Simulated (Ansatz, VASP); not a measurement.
## MgI2 in VASP and in Ansatz

```
Mg I
1.0
     4.25161    0.00000    0.00000
    -2.12581    3.68200    0.00000
     0.00000    0.00000    7.89418
Mg I
1 2
Direct
  0.00000 0.00000 0.00000
  0.33333 0.66667 0.77819
  0.66667 0.33333 0.22181
```

Alike in both runs: task single point; functional PBE; k mesh 6 × 6 × 4; occupations gaussian, width 0.05 eV; no spin polarisation.

|  | VASP | Ansatz |
| --- | --- | --- |
| version | VASP 6.6.1 | Ansatz 0.2.0 |
| potentials or method | VASP PAW PBE potentials, release 64 (Mg, I) | scalar-relativistic, plane waves, PAW |
| plane-wave cutoff (eV) | 520 | 520 |
| valence electrons in the cell | 16 | 44 |

```tsv
	VASP	Ansatz	Ansatz less VASP
gap on the k mesh at the Fermi level (eV)	3.43	3.45	+0.016
least direct gap on the mesh (eV)	3.43	3.45	+0.015
pressure (GPa)	-1.4	-1.4	+0.05
largest component of the traceless stress (GPa)	0.42	0.42	+0.004
rms of the force components (eV/Å)	0.194	0.189	-0.0046
```

Atom by atom the forces differ by 0.005 eV/Å (rms over components). The functional is the same, so the differences come from potentials, cutoffs and numerics. The two sets of potentials don't hold the same shells in valence.

Caveats: spin-orbit coupling is left out, which moves the levels of the heavy elements; this functional lacks dispersion, which binds the layers, so the pressure and a relaxed spacing across them are unreliable. A k mesh can miss the band edges.
